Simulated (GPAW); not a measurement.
Input of a GPAW 26.7.0 run:

run.py

```python
from ase.eos import EquationOfState
from ase.io import Trajectory, read
from ase.units import GPa
from gpaw import GPAW, PW

atoms = read('Au.cif')

traj = Trajectory('eos.traj', 'w')
volumes, energies = [], []
for x in [0.94, 0.96, 0.98, 1.0, 1.02, 1.04, 1.06]:
    a = atoms.copy()
    a.set_cell(atoms.cell * x**(1 / 3), scale_atoms=True)
    calc = GPAW(mode=PW(600),
                xc={'name': 'BEEF-vdW', 'backend': 'libvdwxc'},
                kpts={'size': (11, 11, 11), 'gamma': True},
                occupations={'name': 'fermi-dirac', 'width': 0.05},
                nbands=14,
                convergence={'density': 1e-05, 'energy': 1e-05},
                maxiter=150,
                txt=f'eos-{x:.2f}.txt')
    a.calc = calc
    energies.append(a.get_potential_energy(force_consistent=True))
    volumes.append(a.get_volume())
    calc.write(f'eos-{x:.2f}.gpw')
    traj.write(a)
    print(f'{x:.2f} {volumes[-1]:10.4f} A^3 {energies[-1]:14.6f} eV', flush=True)

v0, e0, B = EquationOfState(volumes, energies, eos='birchmurnaghan').fit()
print(f'V0 = {v0:.4f} A^3, E0 = {e0:.6f} eV, B0 = {B / GPa:.2f} GPa')
```

Contents of Au.cif:

```cif
data_Au
_cell_length_a 2.87792460
_cell_length_b 2.87792460
_cell_length_c 2.87792460
_cell_angle_alpha 60.00000000
_cell_angle_beta 60.00000000
_cell_angle_gamma 60.00000000
_space_group_name_H-M_alt 'P1'
_space_group_name_Hall 'P 1'
_space_group_IT_number 1
loop_
_space_group_symop_operation_xyz
'x,y,z'
loop_
_atom_site_label
_atom_site_type_symbol
_atom_site_symmetry_multiplicity
_atom_site_Wyckoff_symbol
_atom_site_fract_x
_atom_site_fract_y
_atom_site_fract_z
_atom_site_occupancy
Au1 Au 1 a 0.0000000000 0.0000000000 0.0000000000 1
```

Potentials or basis: GPAW PAW data sets (gpaw-data 1.2.1), pw.

Command:

```bash
$ OMP_NUM_THREADS=1 python run.py
```

**Question.** What does it give for the bulk modulus?

**Answer.** 102 GPa (rough).

**Question.** Estimate the equilibrium volume.

**Answer.** 19.20 Å³/atom (rough: see the caveat).

Energy against volume, from the lowest point:
```
volume (Å³/atom)  energy (meV/atom)
          15.843             268.57
          16.181             197.92
          16.518             139.50
          16.855              91.68
          17.192              53.19
          17.529              22.96
          17.866               0.00
```

Caveat: with this Au data set, volumes or pressures lay over 1.5 % or 2 GPa off other programs in two to four cells of ten; the minimum lies outside the volumes run; the PAW data sets were made with another functional, which shifts forces and pressure a little. The run has no spin-orbit coupling, so splittings on Au are missing.
